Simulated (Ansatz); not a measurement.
**Ti3C2: further runs on the relaxed cell**

The task here is to estimate one member of a computed series from the others.

Program: Ansatz 0.2.0. Level of theory: DFT r2SCAN, scalar-relativistic, plane waves, PAW. These are calculated values, not measurements.

1 further run of the same task is left out (set aside as unsound or not needed). Runs told in other sessions of the task aren't counted.

## Starting point

Symmetry: P6_3/mmc, No. 194, hexagonal system. The conventional cell has a = 3.064 Å, b = 3.064 Å, c = 15.119 Å, α = 90.00°, β = 90.00°, γ = 120.00°. Ti (site symmetry 3m) is surrounded by 3 C at 2.06 Å. Ti (site symmetry -3m) is surrounded by 6 C at 2.19 Å. C (site symmetry 3m) is surrounded by 6 Ti at 2.06 to 2.19 Å.

As a file:

```cif
data_structure
_symmetry_space_group_name_H-M 'P6_3/mmc'
_symmetry_Int_Tables_number 194
_cell_length_a 3.0640
_cell_length_b 3.0640
_cell_length_c 15.1185
_cell_angle_alpha 90.000
_cell_angle_beta 90.000
_cell_angle_gamma 120.000
_cell_volume 122.92
loop_
_atom_site_label
_atom_site_type_symbol
_atom_site_symmetry_multiplicity
_atom_site_Wyckoff_symbol
_atom_site_fract_x
_atom_site_fract_y
_atom_site_fract_z
_atom_site_occupancy
Ti1 Ti 4 f 0.33333 0.66667 0.84420 1
Ti2 Ti 2 a 0.00000 0.00000 0.00000 1
C1 C 4 f 0.66667 0.33333 0.91416 1
```

It goes back to an entry of the Materials Project, which need not be the stable form.

This cell was relaxed beforehand with the same method: volume 12.29 Å³/atom, gap on the mesh none (metal).

The first run:

File input.yaml:

```yaml
crystal:
  lattice:
    - [3.0330952096, 0.0, 0.0]
    - [-1.5165476048, 2.6267375036, 0.0]
    - [0.0, 0.0, 14.9657954489]
  atoms:
    - { symbol: Ti, position: [0.3333333333, 0.6666666667, 0.8441961073] }
    - { symbol: Ti, position: [0.6666666667, 0.3333333333, 0.3441961073] }
    - { symbol: Ti, position: [0.6666666667, 0.3333333333, 0.1558038927] }
    - { symbol: Ti, position: [0.3333333333, 0.6666666667, 0.6558038927] }
    - { symbol: Ti, position: [0.0, 0.0, 0.0] }
    - { symbol: Ti, position: [0.0, 0.0, 0.5] }
    - { symbol: C, position: [0.6666666667, 0.3333333333, 0.9141626301] }
    - { symbol: C, position: [0.3333333333, 0.6666666667, 0.4141626301] }
    - { symbol: C, position: [0.6666666667, 0.3333333333, 0.5858373699] }
    - { symbol: C, position: [0.3333333333, 0.6666666667, 0.0858373699] }
basis:
  ecutwfc: 500
kpoints:
  mp_grid: { grid: [12, 12, 4] }
hamiltonian:
  xc: r2scan
scf:
  occupations: { method: gaussian, width: 0.1 }
output:
  forces: true
  stress: true
  eigenvalues: true
relax:
  adjacent_minimum: "off"
  f_tol: 0.01
  max_steps: 30
  cell: { stress_tol: 0.1, fix: [volume] }
```

Launch:

```
> ansatz run input.yaml --threads 2 --pin off --max-ram 5120MiB --backend cpu --events-out ev --progress --plain --runs-dir out
```

Among the steps run: Volume × 0.97; The cell scaled to 1.03 of its volume; Volume × 0.94; Volume × 1.06; Point at V/V0 = 0.91; Point at V/V0 = 1.10; The cell scaled to 0.88 of its volume.

One table of the session follows, with a row left open; its other results are not shown here.

It belongs to the step «Equation of state». 

```
volume (Å³/atom)  energy above the lowest point (meV/atom)  pressure (GPa)
          10.817                                     101.2           24.32
          11.186                                         ?               ?
          11.555                                      22.7           10.42
          11.923                                       5.3            4.81
          12.292                                       0.0            0.00
          12.661                                       4.9           -4.06
          13.030                                      18.4           -7.40
          13.521                                      46.6          -10.73
```

Estimate the missing values for volume (Å³/atom) = 11.186.

Worked estimate for «energy above the lowest point (meV/atom)». A straight line through the neighbours (10.817, 101.2) and (11.555, 22.7) gives 101.2 + (22.7 − 101.2) × (11.186 − 10.817) / (11.555 − 10.817) = 62.0; a parabola fitted to 3 rows on both sides gives 54.7.

The run gave: energy above the lowest point (meV/atom): 54.0; pressure (GPa): 16.89. In «energy above the lowest point (meV/atom)» the line misses by +8.0 and the parabola by +0.7.
